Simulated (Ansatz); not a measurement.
# Si: a test of stability by relaxation

Aim: for Si, disturb the structure and relax it again.

Method: DFT r2SCAN, scalar-relativistic, plane waves, PAW, in Ansatz 0.2.0.

2 further runs of the same task are left out: 2 set aside as unsound or not needed.

**1. The system as given**

Symmetry: I4/mmm, No. 139, tetragonal system. Conventional cell: a = 6.655 Å, b = 6.655 Å, c = 3.844 Å, α = 90.00°, β = 90.00°, γ = 90.00°. Si (site symmetry m2m) is surrounded by 4 Si at 2.34 to 2.38 Å.

Coordinates:

```cif
data_structure
_symmetry_space_group_name_H-M 'I4/mmm'
_symmetry_Int_Tables_number 139
_cell_length_a 6.6547
_cell_length_b 6.6547
_cell_length_c 3.8438
_cell_angle_alpha 90.000
_cell_angle_beta 90.000
_cell_angle_gamma 90.000
_cell_volume 170.22
loop_
_atom_site_label
_atom_site_type_symbol
_atom_site_symmetry_multiplicity
_atom_site_Wyckoff_symbol
_atom_site_fract_x
_atom_site_fract_y
_atom_site_fract_z
_atom_site_occupancy
Si1 Si 8 h 0.17875 0.17875 0.00000 1
```

It goes back to an entry of the Materials Project, which need not be the stable form.

It is built from the cell relaxed beforehand with the same method (21.28 Å³/atom).

**2. The undisturbed cell**

The input, input.yaml:

```yaml
crystal:
  lattice:
    - [0.0, 0.0, -3.8437610439]
    - [0.0, -6.6546593095, 0.0]
    - [-6.6546593095, 0.0, 0.0]
  atoms:
    - { symbol: Si, position: [0.5, 0.3212468005, 0.3212468005] }
    - { symbol: Si, position: [0.0, 0.8212468005, 0.8212468005] }
    - { symbol: Si, position: [1.0, 0.1787531995, 0.1787531995] }
    - { symbol: Si, position: [0.5, 0.6787531995, 0.6787531995] }
    - { symbol: Si, position: [1.0, 0.8212468005, 0.1787531995] }
    - { symbol: Si, position: [0.5, 0.3212468005, 0.6787531995] }
    - { symbol: Si, position: [1.0, 0.1787531995, 0.8212468005] }
    - { symbol: Si, position: [0.5, 0.6787531995, 0.3212468005] }
basis:
  ecutwfc: 500
kpoints:
  mp_grid: { grid: [8, 4, 4] }
hamiltonian:
  xc: r2scan
scf:
  occupations: { method: gaussian, width: 0.05 }
output:
  forces: true
  stress: true
  eigenvalues: true
  write_density: true
  write_potential: true
  elf: true
  volumetric_format: npy
```

The run is started by

```sh
> ansatz run input.yaml --threads 1 --pin off --max-ram 2560MiB --backend cpu --events-out ev --progress --plain --runs-dir out
```

Log, cut to the lines that bear on the results:

```text
Warning: RAYON_NUM_THREADS=1 ignored (pool sized by the plan → 1); use --threads N
[...]
Pseudopotentials: kind: paw
Pseudopotential: Si, paw, valence charge 4, recommended cutoff 500 eV (meta_gga), Si.paw.azcp
Functional definition: r2SCAN
[...]
Crystal: 8 atoms, lattice volume = 170.219 Å³
Basis set: ecut = 500 eV, 4239 PW (Γ), exchange–correlation on 120×200×200 points (64 copies of the dense FFT grid, shifted against one another)
Bands: 24, of which v1, the nominal top of the filled ones, is band 16 counted from 1 (15 counted from 0)
Symmetry: 32 space group operations
Space group: I4/mmm (ITA 139), of the structure as read, at distance tolerance 5.5e-5 Å
k-points: 30 of 128
[...]
SCF iter   1: F=—  HF=-5111.531179 eV  |F-HF|=—  |Δ(HF+E_count)|=         —  Δρ=4.33e-3  dr2=2.83e-2  dr2_τ=4.80e-2  ethr=1.77e-3  ⟨swp⟩=7.5  Hψ=4239  notcnv=0  defer=2
[...]
SCF iter   6: F=-5111.592848 eV  HF=-5111.592848 eV  |F-HF|=3.24e-9  |Δ(HF+E_count)|=   3.48e-7  Δρ=2.15e-6  dr2=7.34e-9  dr2_τ=1.10e-10  ethr=3.13e-10  ⟨swp⟩=14.8  Hψ=5885  notcnv=0
the search or the solves at the SCF's close seem to have found levels that the self-consistency loop had missed (the run counts 1). By its estimate they hold under 1e-12 electrons; where the run keeps them, the occupations were computed again with them
[...]
SCF converged after 6 iterations
Free energy (F): -5111.592848 eV
[...]
E sigma→0 (E₀):  -5111.592848 eV
Fermi energy:    5.974835 eV
[...]
--- Forces (eV/Å), atoms counted from 1 ---
  atom   1  Si     0.00318258     0.00318258     0.00000000
  atom   2  Si     0.00318258     0.00318258    -0.00000000
  atom   3  Si    -0.00318258    -0.00318258     0.00000000
  atom   4  Si    -0.00318258    -0.00318258     0.00000000
  atom   5  Si    -0.00318258     0.00318258     0.00000000
  atom   6  Si    -0.00318258     0.00318258     0.00000000
  atom   7  Si     0.00318258    -0.00318258    -0.00000000
  atom   8  Si     0.00318258    -0.00318258    -0.00000000
[...]
--- Stress (GPa, compression-positive) ---
        0.004551       0.000000       0.000000
        0.000000       0.004551       0.000000
       -0.000000      -0.000000       0.056886
  P = ⅓ Tr σ = 0.0220 GPa (0.220 kbar)
--- Band table (eV; the first three rows and the last of 30) ---
  k-point 0: bands = ["-6.8805", "-4.5607", "-4.5607", "-3.8310", "-2.4199", "-0.0577", "-0.0577", "0.5187", "1.8043", "2.6495", "4.1723", "4.1723", "5.1528", "5.5170", "5.7527", "5.7527", "6.3429", "7.3150", "7.6091", "7.6091", "8.2788", "8.2788", "9.1868", "9.4955"]
[...]
```

It took 24 s on 1 thread of Arm Neoverse V1, shared host; peak memory 0.71 GiB.

Density in a lattice plane of the grid's cell (edges 6.65 and 6.65 Å, at 0.000 of the third edge), which holds Si.

Values in e/Å³, 12 rows by 12 columns:
```
0.32 0.39 0.44 0.41 0.18 0.04 0.02 0.04 0.18 0.41 0.44 0.39
0.54 0.44 0.06 0.21 0.22 0.06 0.03 0.06 0.22 0.21 0.06 0.44
0.42 0.41 0.21 0.34 0.23 0.07 0.04 0.07 0.23 0.34 0.21 0.41
0.15 0.18 0.22 0.23 0.14 0.06 0.03 0.06 0.14 0.23 0.22 0.18
0.04 0.04 0.06 0.07 0.06 0.03 0.02 0.03 0.06 0.07 0.06 0.04
0.02 0.02 0.03 0.04 0.03 0.02 0.02 0.02 0.03 0.04 0.03 0.02
0.04 0.04 0.06 0.07 0.06 0.03 0.02 0.03 0.06 0.07 0.06 0.04
0.15 0.18 0.22 0.23 0.14 0.06 0.03 0.06 0.14 0.23 0.22 0.18
0.42 0.41 0.21 0.34 0.23 0.07 0.04 0.07 0.23 0.34 0.21 0.41
0.54 0.44 0.06 0.21 0.22 0.06 0.03 0.06 0.22 0.21 0.06 0.44
0.32 0.39 0.44 0.41 0.18 0.04 0.02 0.04 0.18 0.41 0.44 0.39
0.19 0.32 0.54 0.42 0.15 0.04 0.02 0.04 0.15 0.42 0.54 0.32
```
Columns run along the first of these edges and rows up along the second, over one cell in 12 and 12 even steps from the bottom left corner. Atoms in the plane (fractional): Si at (0.82, 0.82), Si at (0.18, 0.18), Si at (0.82, 0.18), Si at (0.18, 0.82).

ELF in the same plane.

Ten even steps from ' ' (0.01) to '@' (0.95):
```
====**%%@@@@@@%%**--..      ..--**%%@@@@@@%%**==
####**++++******++--..      ..--++******++++**##
@@@@**::--::::====--..      ..--====::::--::**@@
@@@@##--==--::==++--..      ..--++==::--==--##@@
@@@@%%==::::==**++--..      ..--++**==::::==%%@@
%%%%##++==++****++--..      ..--++****++==++##%%
**++======++++==--..          ..--==++++======++
::::::::::::::::..              ..::::::::::::::
                                                
                                                
                                                
::::::::::::::::..              ..::::::::::::::
**++======++++==--..          ..--==++++======++
%%%%##++==++****++--..      ..--++****++==++##%%
@@@@%%==::::==**++--..      ..--++**==::::==%%@@
@@@@##--==--::==++--..      ..--++==::--==--##@@
@@@@**::--::::====--..      ..--====::::--::**@@
####**++++******++--..      ..--++******++++**##
====**%%@@@@@@%%**--..      ..--**%%@@@@@@%%**==
::--**%%@@@@@@@@##==..      ..==##@@@@@@@@%%**--
```
Columns run along the first of these edges and rows up along the second, over one cell in 24 and 20 even steps from the bottom left corner. Atoms in the plane (fractional): Si at (0.82, 0.82), Si at (0.18, 0.18), Si at (0.82, 0.18), Si at (0.18, 0.82).

Both are smooth fields of the valence electrons: close to the nuclei they are not physical.

Outside the cores ELF peaks at 0.96 on the Si–Si line, 1.1 Å from Si.

The cell is repeated 2 times, 8 atoms in all. Reference values: F = -5111.5928 eV; pressure 0.02 GPa; largest force 0.005 eV/Å; gap on the mesh 0.44 eV.

**3. The disturbance**

All atoms moved at random, sigma 0.1 Å a component, cell strained at random, sigma 0.01. Displacements in the unstrained cell, with the mean shift removed:

```csv
atom,ux (Å),uy (Å),uz (Å)
Si1,0.017,0.147,-0.019
Si2,-0.006,-0.042,-0.003
Si3,0.154,-0.031,0.014
Si4,0.050,0.159,0.077
Si5,-0.078,0.049,0.032
Si6,0.032,-0.045,-0.103
Si7,-0.081,-0.045,-0.009
Si8,-0.088,-0.193,0.010
```

Strain (xx, yy, zz, yz, xz, xy; engineering shear): (-0.0040, -0.0015, 0.0135, -0.0006, -0.0086, 0.0099).

**4. The disturbed cell, one point**

The input, input.yaml:

```yaml
crystal:
  lattice:
    - [0.0165704702, 0.0010866615, -3.8957238486]
    - [-0.0329359367, -6.6448321691, 0.0018813245]
    - [-6.6278056809, -0.0329359367, 0.0286882646]
  atoms:
    - { symbol: Si, position: [0.5049020941, 0.2991177193, 0.3186635137] }
    - { symbol: Si, position: [0.0006538899, 0.8274985736, 0.822215072] }
    - { symbol: Si, position: [0.9963149135, 0.1833573129, 0.1556662777] }
    - { symbol: Si, position: [0.4798523556, 0.6549352419, 0.6712612909] }
    - { symbol: Si, position: [0.9917496445, 0.8138556963, 0.1904542598] }
    - { symbol: Si, position: [0.5269086358, 0.3280535508, 0.673876964] }
    - { symbol: Si, position: [1.0023308934, 0.1854607265, 0.8333612532] }
    - { symbol: Si, position: [0.4972875733, 0.7077211788, 0.3345013687] }
basis:
  ecutwfc: 500
kpoints:
  mp_grid: { grid: [8, 4, 4] }
hamiltonian:
  xc: r2scan
scf:
  occupations: { method: gaussian, width: 0.05 }
output:
  forces: true
  stress: true
  eigenvalues: true
```

The run is started by

```sh
> ansatz run input.yaml --threads 1 --pin off --max-ram 2560MiB --backend cpu --events-out ev --progress --plain --runs-dir out
```

Log, cut to the lines that bear on the results:

```text
Warning: RAYON_NUM_THREADS=1 ignored (pool sized by the plan → 1); use --threads N
[...]
[... 3 set-up lines as earlier in the session ...]
[...]
Crystal: 8 atoms, lattice volume = 171.563 Å³
Basis set: ecut = 500 eV, 4313 PW (Γ), exchange–correlation on 120×200×200 points (64 copies of the dense FFT grid, shifted against one another)
Bands: 24, of which v1, the nominal top of the filled ones, is band 16 counted from 1 (15 counted from 0)
Symmetry: 1 space group operations
Space group: P1 (ITA 1), of the structure as read, at distance tolerance 5.6e-5 Å
k-points: 68 of 128 (time reversal used)
[...]
SCF iter   1: F=—  HF=-5110.178894 eV  |F-HF|=—  |Δ(HF+E_count)|=         —  Δρ=4.42e-3  dr2=2.88e-2  dr2_τ=5.01e-2  ethr=1.77e-3  ⟨swp⟩=8.0  Hψ=10359  notcnv=0  defer=9
[...]
SCF converged after 7 iterations
Free energy (F): -5110.234218 eV
[...]
E sigma→0 (E₀):  -5110.233742 eV
Entropy (-TS):   -0.000951 eV (-0.119 meV/atom)
Fermi energy:    6.005615 eV
[...]
--- Forces (eV/Å), atoms counted from 1 ---
  atom   1  Si     0.32217465    -1.52042367     0.22688209
  atom   2  Si     0.08714470     1.12138259     0.59295541
  atom   3  Si    -3.55018179     0.47887453    -0.20734275
  atom   4  Si    -1.67681102    -3.26660070    -0.51706183
  atom   5  Si     1.21321553    -1.15509366    -0.33739115
  atom   6  Si    -0.36417871     2.41468009     0.92700400
  atom   7  Si     3.35619380     0.04089130    -0.97835866
  atom   8  Si     0.61244270     1.88629043     0.29331606
[...]
--- Stress (GPa, compression-positive) ---
        6.398439      -1.606547       0.271464
       -1.606547      -0.139205      -1.112074
        0.271464      -1.112074      -2.636210
  P = ⅓ Tr σ = 1.2077 GPa (12.077 kbar)
--- Band table (eV; the first three rows and the last of 68) ---
[... band rows left out ...]
[...]
```

Wall time 56 s (1 thread of Arm Neoverse V1, shared host); peak memory 0.73 GiB.

**5. Relaxation of the disturbed structure**

Edit input.yaml of step 4 so:

```diff
@@ -26 +26,5 @@
   eigenvalues: true
+relax:
+  adjacent_minimum: "off"
+  f_tol: 0.01
+  max_steps: 80
```

The run is started by

```sh
> ansatz run input.yaml --threads 1 --pin off --max-ram 2560MiB --backend cpu --events-out ev --progress --plain --runs-dir out
```

Log, cut to the lines that bear on the results:

```text
Warning: output.stress: scf.convergence.dr2_threshold = 1e-7 eV (the SCF's general default) is looser than the 8e-10 eV advised for a printed stress (1e-10 eV for each atom of the cell: 8). What an SCF threshold leaves in a stress goes as its square root, and in the free energy as the [...]
Warning: RAYON_NUM_THREADS=1 ignored (pool sized by the plan → 1); use --threads N
[...]
[... 3 set-up lines as earlier in the session ...]
[...]
Crystal: 8 atoms, lattice volume = 171.563 Å³
Basis set: ecut = 500 eV, 4313 PW (Γ), exchange–correlation on 120×200×200 points (64 copies of the dense FFT grid, shifted against one another)
Bands: 24, of which v1, the nominal top of the filled ones, is band 16 counted from 1 (15 counted from 0)
[... 2 set-up lines as earlier in the session ...]
k-points: 68 of 128 (time reversal used)
[...]
--- Stress (GPa, compression-positive) ---
        0.098028      -0.315054       0.481569
       -0.315054      -0.144072       0.037020
        0.481569       0.037020      -2.326956
  P = ⅓ Tr σ = -0.7910 GPa (-7.910 kbar)
--- Band table (eV; the first three rows and the last of 68) ---
[... band rows left out ...]
[...]
--- Relaxed structure (5 steps of the walk, 5 accepted, 0 SCFs on fresh bases) ---
  F+E_penalty+E_count = -5111.57254336 eV   max|allowed force component| = 1.023e-3 eV/Å
  atoms:
    - { symbol: Si, position: [0.5006262077864588, 0.3212532147010981, 0.3196092997624454] }
    - { symbol: Si, position: [0.0005918656022600973, 0.8199589012123729, 0.8209205637983262] }
    - { symbol: Si, position: [0.9994026128614868, 0.1800426861790702, 0.17907657888259404] }
    - { symbol: Si, position: [0.49936988261357323, 0.678744128314152, 0.6803911601889271] }
    - { symbol: Si, position: [0.9994237150831927, 0.821664825167796, 0.17993146207949154] }
    - { symbol: Si, position: [0.49947869948242646, 0.3203957878928473, 0.6786465601378358] }
    - { symbol: Si, position: [1.0005816595924752, 0.17833808009097238, 0.8200722366051919] }
    - { symbol: Si, position: [0.5005253570781263, 0.6796023765416913, 0.3213521385451883] }
```

Run time: 5.3 min. Hardware: 1 thread of Arm Neoverse V1, shared host; peak memory 0.76 GiB.

Relaxation path:

| step | energy from step 1 (eV/cell) | largest force component (eV/Å) |
| --- | --- | --- |
| 1 | 0.0000 | 3.5501 |
| 2 | -1.2223 | 1.0264 |
| 3 | -1.3382 | 0.0113 |
| 4 | -1.3382 | 0.0121 |
| 5 | -1.3383 | 0.0010 |

Step 1 is the start.

**6. Summary of results**

| quantity | value |
| --- | --- |
| cost of the disturbance | 169.8 meV/atom |
| end of the relaxation, from the reference | +2.5 meV/atom |
| final space group | C2/m (tolerance 0.05 Å; reference I4/mmm) |

In words: It ends 2.5 meV/atom above the reference, since the strained cell was held fixed.
